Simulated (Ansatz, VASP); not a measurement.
**NaCl in two plane-wave programs**

One calculation is typed for both programs; each brings its own data sets and cutoff. How far apart do they land? The cell is taken from a series of VASP runs on this material, whose earlier steps may have relaxed, scaled or displaced it; both programs get it as it stands.

Method: plane waves, with VASP 6.6.1 beside it; relaxation of cell and atoms at PBE, in Ansatz 0.2.0.

### Step 1. Starting point

The structure is cubic, space group Fm-3m (No. 225). Conventional cell: a = 5.676 Å, b = 5.676 Å, c = 5.676 Å, α = 90.00°, β = 90.00°, γ = 90.00°. Nearest to Cl lie 6 Na at 2.84 Å. Nearest to Na lie 6 Cl at 2.84 Å. Farther neighbours and most contacts between anions are not listed.

### Step 2. Ansatz: relaxation of cell and atoms, PBE

Ansatz runs on its default PAW (the set named soft_2) files.

The relaxed volume is the usual yardstick between codes: its relative difference is about their pressure difference at one cell divided by the bulk modulus.

Input file input.yaml:

```yaml
crystal:
  lattice:
    - [0.0, 2.8378235917, 2.8378235917]
    - [2.8378235917, 0.0, 2.8378235917]
    - [2.8378235917, 2.8378235917, 0.0]
  atoms:
    - { symbol: Cl, position: [0.5, 0.5, 0.5] }
    - { symbol: Na, position: [0.0, 0.0, 0.0] }
hamiltonian:
  xc: pbe
  pseudopotentials: { kind: paw }
kpoints:
  mp_grid: { grid: [6, 6, 6] }
scf:
  occupations: { method: gaussian, width: 0.03 }
relax:
  f_tol: 0.01
  max_steps: 60
  cell: { stress_tol: 0.05 }
output:
  forces: true
  stress: true
```

Started as:

```sh
$ ansatz run input.yaml --threads 4 --pin off --max-ram 9216MiB --backend cpu --events-out ev --progress --plain --runs-dir out
```

Numbers of over 12 decimals in the logs are rounded to 6 here.

What it wrote:

```text
Engine: ansatz 0.2.0, x86_64-unknown-linux-gnu
Pseudopotentials: kind: paw
Pseudopotential: Cl, paw, valence charge 7, recommended cutoff 420 eV (normal), Cl.paw.azcp
Pseudopotential: Na, paw, valence charge 9, recommended cutoff 420 eV (normal), Na.paw.azcp
Functional definition: PBE
  parameter kappa = 0.804
  parameter beta = 0.066725
  exchange = pbe_x(kappa = kappa, mu = beta*pi^2/3)
  correlation = pbe_c(beta = beta)
Crystal: 2 atoms, lattice volume = 45.707 Å³
Basis set: ecut = 420 eV, 893 PW (Γ), exchange–correlation on 54×54×54 points (8 copies of the dense FFT grid, shifted against one another)
Bands: 12, of which v1, the nominal top of the filled ones, is band 8 counted from 1 (7 counted from 0)
Symmetry: 48 space group operations
Space group: Fm-3m (ITA 225), of the structure as read, at distance tolerance 3.6e-5 Å
k-points: 16 of 216
Non-local potential: Cl, projectors of the file, l = 0: 2, l = 1: 2, l = 2: 2
Non-local potential: Na, projectors of the file, l = 0: 3, l = 1: 2, l = 2: 1
PAW form: soft (Blöchl's): semilocal exchange-correlation on the pseudo side does not see the compensation charge
PAW one-centre angular grid: Cl, 110 points (default); XC on 64 Gauss nodes
PAW one-centre angular grid: Na, 110 points (default); XC on 64 Gauss nodes
Initial density: superposition of atomic densities (neutral atoms: chi_scale 0, normalization atom), corrected by the library's trained network
Initial wavefunctions: pseudopotential atomic-orbital guess
Functional: x = pbe(κ = 0.804, μ = 0.219515), c = pbe(β = 0.066725)
SCF iter   1: F=—  HF=-2569.554729 eV  |F-HF|=—  |Δ(HF+E_count)|=         —  Δρ=9.22e-4  dr2=5.56e-4  ethr=1.77e-3  ⟨swp⟩=5.9  Hψ=1123  notcnv=0
preconditioner: auto → none  [insulator: Δε(μ)=5.033 eV  Ē_g=20.877 eV  σ=0.030 eV  W_gap=1.00  n_scr=14 (ndim 8)  ℏωp=20.6 eV  f_vac=0.034  D(μ)=0.00/eV (n_scr^D=0)  ε∞_Penn≈2.0]
SCF iter   2: F=—  HF=-2569.554823 eV  |F-HF|=—  |Δ(HF+E_count)|=   9.37e-5  Δρ=1.04e-3  dr2=7.60e-4  ethr=3.47e-6  ⟨swp⟩=2.0  Hψ=444  notcnv=0
SCF iter   3: F=—  HF=-2569.554621 eV  |F-HF|=—  |Δ(HF+E_count)|=   2.02e-4  Δρ=5.16e-4  dr2=1.93e-4  ethr=3.47e-6  ⟨swp⟩=2.0  Hψ=222  notcnv=0
SCF iter   4: F=—  HF=-2569.554563 eV  |F-HF|=—  |Δ(HF+E_count)|=   5.83e-5  Δρ=1.97e-4  dr2=2.85e-5  ethr=1.20e-6  ⟨swp⟩=2.1  Hψ=222  notcnv=0
SCF iter   5: F=—  HF=-2569.554598 eV  |F-HF|=—  |Δ(HF+E_count)|=   3.49e-5  Δρ=5.19e-5  dr2=1.98e-6  ethr=1.78e-7  ⟨swp⟩=2.0  Hψ=243  notcnv=0
SCF iter   6: F=—  HF=-2569.554597 eV  |F-HF|=—  |Δ(HF+E_count)|=   5.08e-7  Δρ=2.00e-5  dr2=2.88e-7  ethr=1.23e-8  ⟨swp⟩=2.2  Hψ=239  notcnv=0
SCF iter   7: F=-2569.554597 eV  HF=-2569.554597 eV  |F-HF|=5.14e-8  |Δ(HF+E_count)|=   7.09e-8  Δρ=9.77e-6  dr2=7.06e-8  ethr=6.25e-10  ⟨swp⟩=4.0  Hψ=562  notcnv=0
SCF 1 converged in 7 iterations: F = -2569.554597 eV  dr2 = 7.06e-8
  greatest PAW one-centre occupation: 0.999 electrons in one spin orbital (limit 2), on the Na atom at site 1 (counted from 0), in its partial waves of l = 0
relax step   1: F+E_penalty+E_count = -2569.55459705 eV  Δ(F+E_penalty+E_count) = +0.000e0 eV  max|allowed force component| = 1.339e-30 eV/Å  Δτ_max = 0.0000 Å  P = +0.259 GPa  Ω = 45.707 Å³  (7 SCF iters, dr2 threshold 1.00e-7 eV, accepted)
[...]
relax step   2: F+E_penalty+E_count = -2569.55493224 eV  Δ(F+E_penalty+E_count) = -3.352e-4 eV  max|allowed force component| = 1.068e-30 eV/Å  Δτ_max = 0.0000 Å  P = +0.093 GPa  Ω = 46.019 Å³  energy of the carried Pulay correction = -6.575e-6 eV  (4 SCF iters, dr2 threshold 1.68e-7 eV, accepted)
[...]
relax step   3: F+E_penalty+E_count = -2569.55498060 eV  Δ(F+E_penalty+E_count) = -4.835e-5 eV  max|allowed force component| = 1.438e-30 eV/Å  Δτ_max = 0.0000 Å  P = +0.002 GPa  Ω = 46.196 Å³  energy of the carried Pulay correction = -1.028e-5 eV  (4 SCF iters, dr2 threshold 2.17e-8 eV, accepted)
[...]
relax step   4: F+E_penalty+E_count = -2569.55498992 eV  Δ(F+E_penalty+E_count) = -9.326e-6 eV  max|allowed force component| = 2.293e-30 eV/Å  Δτ_max = 0.0000 Å  P = +0.001 GPa  Ω = 46.196 Å³  stress off target by 1.43e-3 GPa  SCF on the basis re-selected at this cell (its energy is not comparable with the rows above)  (6 SCF iters)
basis re-selected at this cell: Δ(F+E_penalty+E_count) = -9.326e-6 eV, ΔP = -0.000 GPa vs the last step (what re-selecting the basis moved, of the pressure what is left beyond the Pulay correction that the steps carried, after the strain that the cell walked since its last selection, with what the two solves' SCF thresholds leave and, on support functions, any second-order correction that the steps lacked; it is no m [...]
SCF converged after 6 iterations
Free energy (F): -2569.554990 eV
Harris-Foulkes:  -2569.554990 eV  (|F-HF|=1.36e-12)
Internal energy: -2569.554990 eV  (E = F + TS)
E sigma→0 (E₀):  -2569.554990 eV
Fermi energy:    3.382478 eV
--- Per-component energies (eV) ---
  E_band       = -238.320356
  E_kinetic    = 282.798598
  E_local      = -1544.146422  (includes V_loc(G=0)·N_el)
  E_nonlocal   = 143.523281
  E_hartree    = 544.756669
  E_xc         = -146.966724
  E_vxc        = -173.214096  (∫ρ·V_xc dr)
  E_paw        = -922.537716  (= ΣΔE_a)
  E_vpaw       = -36.795074  (= ΣTr[D̂ρ^β])
  E_aug_tail   = 0.000056  (compensation charges beyond the density's cutoff)
  E_ewald      = -926.982732
  E_smearing   = -0.000000  (= −TS)
  E_closure    = -0.000000  (closes the sum)
  Σ components = -2569.554990   (vs F -2569.554990, Δ=0.00e0)
--- Forces (eV/Å), atoms counted from 1 ---
  atom   1  Cl     0.00000000    -0.00000000     0.00000000
  atom   2  Na    -0.00000000     0.00000000    -0.00000000
  max |Σ_I F_I| component: 4.09e-30 eV/Å
--- Stress (GPa, compression-positive) ---
        0.001426      -0.000000      -0.000000
       -0.000000       0.001426      -0.000000
       -0.000000      -0.000000       0.001426
  P = ⅓ Tr σ = 0.0014 GPa (0.014 kbar)
--- Relaxed structure (3 steps of the walk, 3 accepted, 1 SCFs on fresh bases) ---
  F+E_penalty+E_count = -2569.55498992 eV   max|allowed force component| = 2.293e-30 eV/Å   (the final SCF, on the basis selected at the relaxed cell)
  cell:  # Å, volume = 46.1959 Å³
    - [0, 2.847899, 2.847899]
    - [2.847899, 0, 2.847899]
    - [2.847899, 2.847899, 0]
  atoms:
    - { symbol: Cl, position: [0.5, 0.5, 0.5] }
    - { symbol: Na, position: [0, 0, 0] }
```

The job ended after 0.62 s (4 threads of Intel Xeon 6975P-C (Granite Rapids), shared host; peak memory 0.35 GiB; 1.6 s of CPU time).

### Step 3. VASP: relaxation of cell and atoms, PBE

The same cell, functional, mesh and smearing now go to VASP, with its own data sets and cutoff.

Lines of VASP's logs that name or quote its potential files are left out, and so is its time.

Input file INCAR:

```
SYSTEM = NaCl
PREC = Accurate
ENCUT = 450
EDIFF = 1E-06
NELM = 100
ISMEAR = 0
SIGMA = 0.03
LREAL = .FALSE.
ALGO = Normal
GGA = PE
NBANDS = 13
LORBIT = 11
LWAVE = .FALSE.
LCHARG = .FALSE.
KPAR = 4
IBRION = 2
NSW = 50
ISIF = 3
EDIFFG = -0.006
```

Input file POSCAR:

```
NaCl
1.0
    0.0000000000      2.8378235917      2.8378235917
    2.8378235917      0.0000000000      2.8378235917
    2.8378235917      2.8378235917      0.0000000000
Cl Na
1 1
Direct
    0.5000000000      0.5000000000      0.5000000000
    0.0000000000      0.0000000000      0.0000000000
```

Input file KPOINTS:

```
Automatic mesh
0
Gamma
6 6 6
0 0 0
```

The projector-augmented-wave data sets are Cl and Na_pv (PBE family, release 64).

Started as:

```sh
$ mpirun -np 4 vasp_std
```

What it wrote:

```text
[banner, memory and clock lines left out]
running    4 mpi-ranks, on    1 nodes
 distrk:  each k-point on    1 cores,    4 groups
 distr:  one band on    1 cores,    1 groups

 POSCAR found type information on POSCAR ClNa
 POSCAR found :  2 types and       2 ions
 LDA part: xc-table for (Slater+PW92), standard interpolation
 POSCAR, INCAR and KPOINTS ok, starting setup
 FFT: planning ... GRIDC
 FFT: planning ... GRID_SOFT
 FFT: planning ... GRID
 WAVECAR not read
 entering main loop
       N       E                     dE             d eps       ncg     rms          rms(c)
DAV:   1     0.975748467428E+02    0.97575E+02   -0.66019E+03   416   0.949E+02
DAV:   2     0.148488393487E+01   -0.96090E+02   -0.90061E+02   454   0.280E+02
DAV:   3    -0.682415573400E+01   -0.83090E+01   -0.82533E+01   526   0.752E+01
DAV:   4    -0.697576672943E+01   -0.15161E+00   -0.15155E+00   476   0.109E+01
DAV:   5    -0.697909085469E+01   -0.33241E-02   -0.33237E-02   539   0.165E+00    0.214E+00
DAV:   6    -0.678297043782E+01    0.19612E+00   -0.34490E-01   481   0.351E+00    0.159E+00
DAV:   7    -0.677113858130E+01    0.11832E-01   -0.84502E-02   538   0.172E+00    0.109E+00
DAV:   8    -0.677696680320E+01   -0.58282E-02   -0.10564E-02   441   0.913E-01    0.295E-01
DAV:   9    -0.677685994151E+01    0.10686E-03   -0.21083E-04   516   0.119E-01    0.172E-01
DAV:  10    -0.677700068407E+01   -0.14074E-03   -0.38674E-04   456   0.151E-01    0.728E-02
DAV:  11    -0.677698773704E+01    0.12947E-04   -0.22334E-05   506   0.418E-02    0.187E-02
DAV:  12    -0.677698701403E+01    0.72301E-06   -0.28669E-06   461   0.151E-02
   1 F= -.67769870E+01 E0= -.67769870E+01  d E =-.677699E+01
 curvature:   0.00 expect dE= 0.000E+00 dE for cont linesearch  0.000E+00
 trial: gam= 0.00000 g(F)=  0.106E-59 g(S)=  0.879E-04 ort = 0.000E+00 (trialstep = 0.100E+01)
 search vector abs. value=  0.879E-04
 bond charge predicted
       N       E                     dE             d eps       ncg     rms          rms(c)
DAV:   1    -0.677760278724E+01   -0.61505E-03   -0.11762E-02   496   0.145E+00    0.153E-01
DAV:   2    -0.677715082496E+01    0.45196E-03   -0.70454E-04   476   0.250E-01    0.617E-02
DAV:   3    -0.677706612548E+01    0.84699E-04   -0.16974E-04   501   0.134E-01    0.300E-02
DAV:   4    -0.677705023149E+01    0.15894E-04   -0.48177E-06   506   0.244E-02    0.231E-03
DAV:   5    -0.677704991522E+01    0.31627E-06   -0.50561E-07   248   0.658E-03
   2 F= -.67770499E+01 E0= -.67770499E+01  d E =-.629012E-04
 trial-energy change:   -0.000063  1 .order   -0.000060   -0.000088   -0.000031
 step:   1.5486(harm=  1.5486)  dis= 0.00000  next Energy=    -6.777055 (dE=-0.681E-04)
 bond charge predicted
       N       E                     dE             d eps       ncg     rms          rms(c)
DAV:   1    -0.677723150877E+01   -0.18128E-03   -0.35348E-03   481   0.795E-01    0.841E-02
DAV:   2    -0.677709824334E+01    0.13327E-03   -0.21189E-04   486   0.137E-01    0.339E-02
DAV:   3    -0.677707166667E+01    0.26577E-04   -0.51080E-05   501   0.734E-02    0.164E-02
DAV:   4    -0.677706511359E+01    0.65531E-05   -0.11984E-06   313   0.135E-02    0.115E-03
DAV:   5    -0.677706497609E+01    0.13750E-06   -0.28812E-07   228   0.779E-03
   3 F= -.67770650E+01 E0= -.67770650E+01  d E =-.779621E-04
 curvature:  -0.77 expect dE=-0.166E-05 dE for cont linesearch -0.166E-05
 trial: gam=-0.13166 g(F)=  0.168E-60 g(S)=  0.214E-05 ort = 0.137E-04 (trialstep = 0.111E+01)
 search vector abs. value=  0.522E-07
 reached required accuracy - stopping structural energy minimisation
```

OUTCAR, selected parts (step 3):

```text
ion  position               nearest neighbor table
   1  0.500  0.500  0.500-
   2  0.000  0.000  0.000-

  LATTYP: Found a face centered cubic cell.
 ALAT       =     5.6756471834

 Subroutine GETGRP returns: Found 48 space group operations
 (whereof 48 operations were pure point group operations)

The static configuration has the point symmetry O_h .

 Found     16 irreducible k-points:

   k-points           NKPTS =     16   k-points in BZ     NKDIM =     16   number of bands    NBANDS=     13

   dimension x,y,z NGX =    28 NGY =   28 NGZ =   28
   dimension x,y,z NGXF=    56 NGYF=   56 NGZF=   56

   ENCUT  =  450.0 eV  33.07 Ry    5.75 a.u.   6.94  6.94  6.94*2*pi/ulx,y,z

   NELECT =      14.0000    total number of electrons

 k-points in reciprocal lattice and weights: Automatic mesh
   0.00000000  0.00000000  0.00000000       0.005
   0.16666667  0.00000000  0.00000000       0.037
   0.33333333  0.00000000  0.00000000       0.037
   0.50000000  0.00000000  0.00000000       0.019
   0.16666667  0.16666667  0.00000000       0.028
   0.33333333  0.16666667  0.00000000       0.111
   0.50000000  0.16666667  0.00000000       0.111
  -0.33333333  0.16666667  0.00000000       0.111
  -0.16666667  0.16666667  0.00000000       0.056
[...]
-0.33333333  0.33333333  0.16666667       0.111
  -0.33333333  0.50000000  0.16666667       0.056

 average (electrostatic) potential at core
       1 -93.6484       2 -47.5410

 E-fermi :  -0.6287

 k-point     1 :       0.0000    0.0000    0.0000
  band No.  band energies     occupation
    ...
      3     -21.7241      2.00000
      4     -13.4707      2.00000
      5      -0.8607      2.00000
      6      -0.8607      2.00000
      7      -0.8607      2.00000
      8       4.1583      0.00000
      9      10.2335      0.00000
     10      10.2335      0.00000
     11      10.2335      0.00000
     12      12.3653      0.00000
    ...

 k-point     2 :       0.1667    0.0000    0.0000
  band No.  band energies     occupation
    ...
      3     -21.7246      2.00000
      4     -13.3953      2.00000
      5      -1.4402      2.00000
      6      -0.9264      2.00000
      7      -0.9264      2.00000
      8       4.9580      0.00000
      9       9.4362      0.00000
     10      10.5036      0.00000
     11      10.5036      0.00000
     12      12.0297      0.00000
    ...

 k-point     3 :       0.3333    0.0000    0.0000
  band No.  band energies     occupation
    ...
      3     -21.7256      2.00000
      4     -13.2384      2.00000
      5      -2.3377      2.00000
      6      -1.0519      2.00000
      7      -1.0519      2.00000
      8       6.1095      0.00000
      9       9.1150      0.00000
     10      10.2903      0.00000
     11      10.2903      0.00000
     12      13.1047      0.00000
    ...

  Total        0.0054377      0.0054377      0.0054377      0.0000000      0.0000000      0.0000000
  in kB        0.1898645      0.1898645      0.1898645      0.0000000      0.0000000      0.0000000
  external PRESSURE =       0.1898645 kB  Pullay stress =       0.0000000 kB

  energy-cutoff  :      450.00
  volume of cell :       45.89
      direct lattice vectors                 reciprocal lattice vectors
    -0.000000000  2.841518599  2.841518599    -0.175962248  0.175962248  0.175962248
     2.841518599 -0.000000000  2.841518599     0.175962248 -0.175962248  0.175962248
     2.841518599  2.841518599  0.000000000     0.175962248  0.175962248 -0.175962248

 POSITION                                       TOTAL-FORCE (eV/Angst)
 -----------------------------------------------------------------------------------
      2.84152      2.84152      2.84152        -0.000000      0.000000     -0.000000
      0.00000      0.00000      0.00000         0.000000     -0.000000      0.000000
 -----------------------------------------------------------------------------------
    total drift:                                0.000000      0.000000      0.000000

  FREE ENERGIE OF THE ION-ELECTRON SYSTEM (eV)
  ---------------------------------------------------
  free  energy   TOTEN  =        -6.7770649761 eV

  energy  without entropy=       -6.7770649761  energy(sigma->0) =       -6.77706498

 reached required accuracy - stopping structural energy minimisation

 total charge
# of ion       s       p       d       tot
------------------------------------------
    1        1.588   3.580   0.000   5.168
    2        0.041   5.977   0.000   6.018
--------------------------------------------------
tot          1.629   9.557   0.000  11.186

[... 3 further parts left out ...]
```

### Step 4. Comparison

Known differences besides the potentials themselves: both relaxations stop at a tolerance, which leaves soft axes loose, and VASP keeps its plane-wave basis; the data sets hold 16 valence electrons in Ansatz (default PAW (the set named soft_2) files) and 14 in VASP; the cutoff is 420 eV in Ansatz and 450 eV in VASP; VASP leaves aspherical gradient terms in its spheres out (LASPH is not set), Ansatz keeps them; Ansatz adds a Pulay correction to the stress that steers its cell, VASP none. Total energies have different zeros and are not compared.

The two programs side by side:

```csv
quantity,Ansatz,VASP,difference
volume (Å³),46.20,45.89,+0.68 %
"edge a after relaxation, in the typed setting (Å)",4.027,4.019,+0.22 %
```

The walks stopped with 0.00 GPa left in Ansatz and 0.02 GPa in VASP; each walk ends within a tolerance, so the volume difference is uncertain by about these residues over the bulk modulus, most in soft cells.

### Step 5. What came out

| Property | Result |
| --- | --- |
| difference in volume (relaxation of cell and atoms, PBE) | 0.68 % |

What this shows: The difference in volume is 0.68 % (relaxation of cell and atoms, PBE), within the 1.2 % picked in this series as the mark of a large difference, as far as the stopping tolerances let one tell. How closely two codes agree says nothing of how well the functional describes the real material.

[Lines on the potential files, build, host, timing and source positions are cut from VASP's logs without a mark.]

[Logs are printed without paths, hosts, clocks, repeated set-up lines and the standing remarks that a program may print on its own settings, such as how far it seeks lower states.]

[Hosts, paths, dates, database ids (printed as entryN), source tags and the programs' standing remarks are cut or masked in the printed files.]
